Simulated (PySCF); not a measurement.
Predicted microwave data (PBE0-D3(BJ)/def2-SVP geometry optimisation, gas phase (PySCF 2.14.0)) for one isomer of C3H6O:

| Quantity | Value |
| --- | --- |
| Rotational constants | A = 10190, B = 8556, C = 4937 MHz |
| Dipole components | \|μa\| = 0.00 D, \|μb\| = 2.86 D, \|μc\| = 0.01 D |
| Inertial defect | -6.31 u·Å² |
| κ | 0.38 |

Question: Which structure is it? (One computed conformer of each.)
A. `[OH:1][CH:2]1[CH2:3][CH2:4]1` with H–O1–C2–C3 147° (cyclopropanol)
B. `[CH2:1]=[CH:2][O:3][CH3:4]` with C1–C2–O3–C4 0°
C. acetone, `CC(C)=O`
D. propylene oxide (`C1O[C@@H]1C`)

Answer: C. It is CC(C)=O, an asymmetric top. The candidates at the same level (rigid rotor, commonest isotopes):

```json
{"SMILES": "OC1CC1", "A (MHz)": "16887", "B (MHz)": "6962", "C (MHz)": "6003", "μa (D)": "0.24", "μb (D)": "1.31", "μc (D)": "0.67", "Δ (u·Å²)": "-18.33", "point group": "–", "rotor": "asymmetric top"}
{"SMILES": "C=COC", "A (MHz)": "18610", "B (MHz)": "6384", "C (MHz)": "4903", "μa (D)": "0.45", "μb (D)": "0.83", "μc (D)": "0.00", "Δ (u·Å²)": "-3.24", "point group": "Cs", "rotor": "asymmetric top"}
{"SMILES": "CC(C)=O", "A (MHz)": "10190", "B (MHz)": "8556", "C (MHz)": "4937", "μa (D)": "0.00", "μb (D)": "2.86", "μc (D)": "0.01", "Δ (u·Å²)": "-6.31", "point group": "near C2v", "rotor": "asymmetric top"}
{"SMILES": "C[C@@H]1CO1", "A (MHz)": "18473", "B (MHz)": "6691", "C (MHz)": "5995", "μa (D)": "0.92", "μb (D)": "1.61", "μc (D)": "0.46", "Δ (u·Å²)": "-18.59", "point group": "C1", "rotor": "asymmetric top"}
```

`C[C@@H]1CO1` has A 81 % too high; `C=COC` has A 83 % too high; `OC1CC1` has A 66 % too high. No structure here is proved a minimum.
